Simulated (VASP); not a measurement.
# BN (F-43m) in VASP: notebook

One crystal, BN, is run at these levels: PBE0(alpha); tasks: single point.

All numbers are computed with VASP 6.6.1; they aren't measurements. Logs are shortened: lines on timing, memory, paths and dates and some standing lists are left out, and cuts for length are marked.

## 1. Starting point

Symmetry: F-43m, No. 216, cubic system. The conventional cell has a = 3.626 Å, b = 3.626 Å, c = 3.626 Å, α = 90.00°, β = 90.00°, γ = 90.00°. Around N (site symmetry -43m) lie 4 B at 1.57 Å. B (site symmetry -43m) has 4 N at 1.57 Å as nearest neighbours.

The cell is a database's computed one.

## 2. Single point, PBE0(alpha)

Input file POSCAR:

```
BN
1.0
    0.0000000000      1.8130010000      1.8130010000
    1.8130010000      0.0000000000      1.8130010000
    1.8130010000      1.8130010000      0.0000000000
N B
1 1
Direct
    0.2500000000      0.2500000000      0.2500000000
    0.0000000000      0.0000000000      0.0000000000
```

Input file INCAR.step1:

```
  PREC = Accurate
  ENCUT = 520
  EDIFF = 1E-5
  ISMEAR = -1
  SIGMA = 0.05
  LREAL = False
  LASPH = True
  NELM = 80
  ALGO = Normal
  ISIF = 2
  LWAVE = True
  LCHARG = False
  GGA = PE
```

Input file INCAR.step2:

```
  PREC = Accurate
  ENCUT = 520
  EDIFF = 1E-7
  ISMEAR = -1
  SIGMA = 0.05
  LREAL = False
  LASPH = True
  NELM = 80
  ALGO = Normal
  ISIF = 2
  LWAVE = False
  LCHARG = False
  GGA = PE
  LHFCALC = True
  AEXX = 0.2
  PRECFOCK = Fast
  HFRCUT = -1
  ISTART = 1
```

Input file KPOINTS:

```
regular mesh
0
Gamma
  7 7 7
```

Potentials or basis: VASP PAW PBE potentials, release 64 (N, B).

Command:

```
cat potpaw_PBE.64/N/POTCAR potpaw_PBE.64/B/POTCAR > POTCAR
cp INCAR.step1 INCAR
mpirun -np 1 vasp_std > vasp.out
cp INCAR.step2 INCAR
mpirun -np 1 vasp_std > vasp.out
```

OUTCAR:

```text
PREC = Accurate
   ENCUT = 520
   EDIFF = 1E-7
   ISMEAR = -1
   LREAL = False
   LASPH = True
   NELM = 80
   ISIF = 2
   GGA = PE
   LHFCALC = True
   AEXX = 0.2
   PRECFOCK = Fast
   ISTART = 1

 ion  position               nearest neighbor table
   1  0.250  0.250  0.250-   2 1.57   2 1.57   2 1.57   2 1.57
   2  0.000  0.000  0.000-   1 1.57   1 1.57   1 1.57   1 1.57

  LATTYP: Found a face centered cubic cell.
 ALAT       =     3.6260020000

  Lattice vectors:

 A1 = (   0.0000000000,   1.8130010000,   1.8130010000)
 A2 = (   1.8130010000,   0.0000000000,   1.8130010000)
 A3 = (   1.8130010000,   1.8130010000,   0.0000000000)

Analysis of symmetry for initial positions (statically):
=====================================================================
 Subroutine PRICEL returns:
 Original cell was already a primitive cell.

 Routine SETGRP: Setting up the symmetry group for a
 face centered cubic supercell.

 Subroutine GETGRP returns: Found 24 space group operations
 (whereof 24 operations were pure point group operations)
 out of a pool of 48 trial point group operations.

The static configuration has the point symmetry T_d .

Analysis of symmetry for dynamics (positions and initial velocities):
=====================================================================
 Subroutine PRICEL returns:
 Original cell was already a primitive cell.

 Routine SETGRP: Setting up the symmetry group for a
 face centered cubic supercell.

 Subroutine GETGRP returns: Found 24 space group operations
 (whereof 24 operations were pure point group operations)
 out of a pool of 48 trial point group operations.

The dynamic configuration has the point symmetry T_d .

 Subroutine INISYM returns: Found 24 space group operations
 (whereof 24 operations are pure point group operations),
 and found     1 'primitive' translations

----------------------------------------------------------------------------------------

                                     Primitive cell

  volume of cell :      11.9186

  direct lattice vectors                    reciprocal lattice vectors
     0.000000000  1.813001000  1.813001000    -0.275785838  0.275785838  0.275785838
     1.813001000  0.000000000  1.813001000     0.275785838 -0.275785838  0.275785838
     1.813001000  1.813001000  0.000000000     0.275785838  0.275785838 -0.275785838
[... 88 lines left out ...]
   TEBEG  =    0.0;   TEEND  =   0.0 temperature during run
   PSTRESS=    0.0 pullay stress
   NELECT =       8.0000    total number of electrons
   NUPDOWN=      -1.0000    fix difference up-down
   EMIN   =  10.00;   EMAX   =-10.00  energy-range for DOS
   EFERMI =   0.00;   METHOD = LEGACY
   ISMEAR =    -1;   SIGMA  =   0.05  broadening in eV -4-tet -1-fermi 0-gaus
   EFERMI_NEDOS =   21; number of points for ismear=-14 and -15
   IALGO  =     38    algorithm
   IMIX   =      1    mixing-type and parameters
     AMIX     =   0.40;   BMIX     =  1.00
     AMIX_MAG =   1.60;   BMIX_MAG =  1.00
  volume/ion in A,a.u.               =       5.96        40.22
  Fermi-wavevector in a.u.,A,eV,Ry     =   1.433387  2.708709 27.954506  2.054598
  Thomas-Fermi vector in A             =   2.552911
   LORBIT       =      0    0 simple, 1 ext, 2 COOP (PROOUT), +10 PAW based schemes
   GGA     = PE    functional components
   LHFCALC =     T    Hartree Fock is set to
   PRECFOCK=fast      Normal, Fast or Accurate (Low or Medium for compatibility)
   ENCUT4O =  -1.0   cutoff for four orbital integrals eV
   NKREDX  =     1    reduce k-point grid by
   NKREDY  =     1    reduce k-point grid by
   NKREDZ  =     1    reduce k-point grid by
   AEXX    =    0.2000 exact exchange contribution
   HFSCREEN=    0.0000 screening length (either q_TF or 0.3 A-1)
   HFSCREENC=   0.0000 screening length for correlation (either q_TF or 0.3 A-1)
   ENCUTFOCK=  -1.0 apply spherical cutoff to Coloumb kernel
   IVDW    =     0    specifies the selected vdW correction
   LEPSILON=     F    determine dielectric tensor
   LRPA    =     F    only Hartree local field effects (RPA)
 non-spin polarized calculation
  energy-cutoff  :      520.00
  volume of cell :       11.92
 maximum number of plane-waves:       331
  NGX = 12; NGY = 12; NGZ = 12

 number of electron       7.9999999 magnetization

 Free energy of the ion-electron system (eV)
  ---------------------------------------------------
  ext. energy  EPLUGINS =         0.00000000
  ---------------------------------------------------
  free energy    TOTEN  =       -20.50091348 eV

  energy without entropy =      -20.50091348  energy(sigma->0) =      -20.50091348

 E-fermi :   7.2524     XC(G=0): -10.5868

 val. band max:        6.3027298171   @ k =   0.0000   0.0000   0.0000
 cond. band min:      12.6771224626   @ k =   0.4286   0.4286   0.0000
 fundamental gap:      6.3743926455
 Fermi energy:         7.2524498915

 k-point     1 :       0.0000    0.0000    0.0000
  band No.  band energies     occupation
      1     -15.3554      2.00000
      2       6.3027      2.00000
      3       6.3027      2.00000
      4       6.3027      2.00000
      5      17.0686      0.00000
      6      17.0686      0.00000
      7      17.0686      0.00000
      8      18.5411      0.00000
[... 199 lines left out ...]
 k-point    20 :      -0.2857    0.4286    0.1429
  band No.  band energies     occupation
      1      -9.3585      2.00000
      2      -2.1976      2.00000
      3      -1.6095      2.00000
      4       0.9236      2.00000
      5      16.9942      0.00000
      6      21.5401      0.00000
      7      23.1398      0.00000
      8      24.4135      0.00000

------------------------ aborting loop because EDIFF is reached ----------------------------------------

  FORCE on cell =-STRESS in cart. coord.  units (eV):
  Direction    XX          YY          ZZ          XY          YZ          ZX
  --------------------------------------------------------------------------------------
  -------------------------------------------------------------------------------------
  Total       -0.5415994     -0.5415994     -0.5415994      0.0000000      0.0000000      0.0000000
  in kB      -72.8055749    -72.8055749    -72.8055749      0.0000000      0.0000000      0.0000000
  external PRESSURE =     -72.8055749 kB  Pullay stress =       0.0000000 kB

 VOLUME and BASIS-vectors are now :
 -----------------------------------------------------------------------------
  energy-cutoff  :      520.00
  volume of cell :       11.92
      direct lattice vectors                 reciprocal lattice vectors
     0.000000000  1.813001000  1.813001000    -0.275785838  0.275785838  0.275785838
     1.813001000  0.000000000  1.813001000     0.275785838 -0.275785838  0.275785838
     1.813001000  1.813001000  0.000000000     0.275785838  0.275785838 -0.275785838

 POSITION                                       TOTAL-FORCE (eV/Angst)
 -----------------------------------------------------------------------------------
      0.90650      0.90650      0.90650        -0.000000     -0.000000     -0.000000
      0.00000      0.00000      0.00000         0.000000      0.000000      0.000000
 -----------------------------------------------------------------------------------
    total drift:                                0.000001     -0.000001      0.000000

  FREE ENERGIE OF THE ION-ELECTRON SYSTEM (eV)
  ---------------------------------------------------
  free  energy   TOTEN  =       -20.5009134787 eV

  energy  without entropy=      -20.5009134786  energy(sigma->0) =      -20.50091348
```

OUTCAR.step1:

```text
PREC = Accurate
   ENCUT = 520
   EDIFF = 1E-5
   ISMEAR = -1
   LREAL = False
[... 435 lines left out ...]
      0.90650      0.90650      0.90650        -0.000000     -0.000000     -0.000000
      0.00000      0.00000      0.00000         0.000000      0.000000      0.000000
 -----------------------------------------------------------------------------------
    total drift:                                0.000000      0.000000      0.000000

  FREE ENERGIE OF THE ION-ELECTRON SYSTEM (eV)
  ---------------------------------------------------
  free  energy   TOTEN  =       -17.4500475656 eV

  energy  without entropy=      -17.4500475656  energy(sigma->0) =      -17.45004757
```

OSZICAR.step1:

```text
N       E                     dE             d eps       ncg     rms          rms(c)
DAV:   1     0.108199551929E+02    0.10820E+02   -0.54827E+03   320   0.101E+03
DAV:   2    -0.181938277664E+02   -0.29014E+02   -0.28586E+02   448   0.178E+02
DAV:   3    -0.184015392724E+02   -0.20771E+00   -0.20771E+00   384   0.193E+01
DAV:   4    -0.184016934519E+02   -0.15418E-03   -0.15418E-03   424   0.479E-01
DAV:   5    -0.184016935141E+02   -0.62268E-07   -0.62267E-07   352   0.665E-03    0.665E+00
DAV:   6    -0.175347809173E+02    0.86691E+00   -0.34450E+00   392   0.136E+01    0.326E+00
DAV:   7    -0.174640989338E+02    0.70682E-01   -0.91245E-02   400   0.297E+00    0.190E+00
DAV:   8    -0.174497555207E+02    0.14343E-01   -0.41157E-02   376   0.185E+00    0.189E-01
DAV:   9    -0.174499672218E+02   -0.21170E-03   -0.57242E-04   344   0.256E-01    0.752E-02
DAV:  10    -0.174500427864E+02   -0.75565E-04   -0.13903E-04   456   0.119E-01    0.154E-02
DAV:  11    -0.174500475656E+02   -0.47792E-05   -0.76753E-06   296   0.273E-02
   1 F= -.17450048E+02 E0= -.17450048E+02  d E =-.122502E-10
```

Wall time 1.7 min (1 thread of AMD EPYC 9R45 (Zen 5), shared host); peak memory 0.09 GiB.

Results:

```yaml
Free_energy: -20.5009 eV
Pressure: -7.3 GPa
Band_gap_on_the_k_mesh: 6.37 eV, indirect (least direct gap 10.77 eV)
```

Caveat: the k mesh is coarse (spacing up to 0.43 Å⁻¹), so the values aren't converged, least of all with exact exchange; the PAW data sets were made with another functional, which shifts forces and pressure a little; an odd mesh through Γ misses points on the zone boundary, where band edges often lie.

## 3. Single point, PBE0(alpha)

POSCAR is that of step 2.

INCAR.step1 is that of step 2.

Changes to INCAR.step2 since step 2:

```diff
@@ -14,3 +14,3 @@
   LHFCALC = True
-  AEXX = 0.2
+  AEXX = 0.25
   PRECFOCK = Fast
```

KPOINTS is that of step 2.

Potentials or basis: VASP PAW PBE potentials, release 64 (N, B).

Command:

```
cat potpaw_PBE.64/N/POTCAR potpaw_PBE.64/B/POTCAR > POTCAR
cp INCAR.step1 INCAR
mpirun -np 1 vasp_std > vasp.out
cp INCAR.step2 INCAR
mpirun -np 1 vasp_std > vasp.out
```

Wall time 1.7 min (1 thread of AMD EPYC 9R45 (Zen 5), shared host); peak memory 0.08 GiB.

It converged, with:

* Free energy: -21.2691 eV
* Pressure: -9.0 GPa
* Band gap on the k mesh: 6.80 eV, indirect (least direct gap 11.27 eV)

Levels at points of the mesh, in eV from the valence-band top:
```tsv
k point	band 2	band 3	band 4	band 5	band 6	band 7
(0.00, 0.00, 0.00)	0.00	0.00	0.00	11.27	11.27	11.27
```

Caveat: the k mesh is coarse (spacing up to 0.43 Å⁻¹), so the values aren't converged, least of all with exact exchange; the PAW data sets were made with another functional, which shifts forces and pressure a little; an odd mesh through Γ misses points on the zone boundary, where band edges often lie.

(Part 1 of 2 ends here.)
